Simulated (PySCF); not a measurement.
## Reproducing measurements on pyrazole

**What was measured.**

From NIST CCCBDB Release 22 (SRD 101), experimental dipoles, for the gas: dipole moment 2.214 D.

From NIST CCCBDB Release 22 (SRD 101), experimental polarizabilities, for the gas: mean polarisability 7.23 Å³.

The results are set against them at the end.

Species: pyrazole, C₃H₄N₂.
Numbering: `[cH:1]1[cH:2][n:3][nH:4][cH:5]1` (hydrogens: H6 on C1; H7 on C2; H8 on N4; H9 on C5)

Cartesian coordinates in Å at the GFN2-xTB level; atoms count from 1:
```
atom  x, y, z in Å
C1     0.1567    0.9944    0.1029
C2     1.2175    0.0974   -0.0955
N3     0.7775   -1.1395   -0.2059
N4    -0.5435   -1.0620   -0.0839
C5    -0.9673    0.2046    0.1042
H6     0.2123    2.0562    0.2259
H7     2.2663    0.3074   -0.1593
H8    -1.1017   -1.8991   -0.1354
H9    -2.0042    0.4465    0.2220
```

Runs made with PySCF (gas phase, on this GFN2-xTB geometry; no spin–orbit coupling):

```csv
level,job,basis functions,wall time
B3LYP/def2-SVPD,"8 singlets by full TDDFT, 3 Tamm–Dancoff triplets, polarisability",132,6.7 s
```

Hardware: one thread, Arm Neoverse V2 (shared host).

## Comparison

**Dipole moment.** Measured: 2.214 D (NIST CCCBDB Release 22 (SRD 101), experimental dipoles).

```json
{"level": "B3LYP/def2-SVPD", "computed (D)": "2.268", "computed − measured (D)": "+0.054", "% (from the printed values)": "+2"}
```

The computed dipoles belong to one fixed geometry; measured ones are averaged over vibrations unless marked μe. Magnitudes are compared, not signs.

**Mean polarisability.** Measured: 7.23 Å³ (NIST CCCBDB Release 22 (SRD 101), experimental polarizabilities).

| level | computed (Å³) | computed − measured (Å³) | % (from the printed values) |
| --- | --- | --- | --- |
| B3LYP/def2-SVPD | 6.86 | -0.37 | -5 |

The computed values are static and purely electronic, with core orbitals frozen in the response (1 au = 0.148185 Å³). The table of measured values doesn't say here whether a value is static or optical, or holds a vibrational part.

The geometry is computed, not the measured one. Where a level misses, the cause wasn't examined.
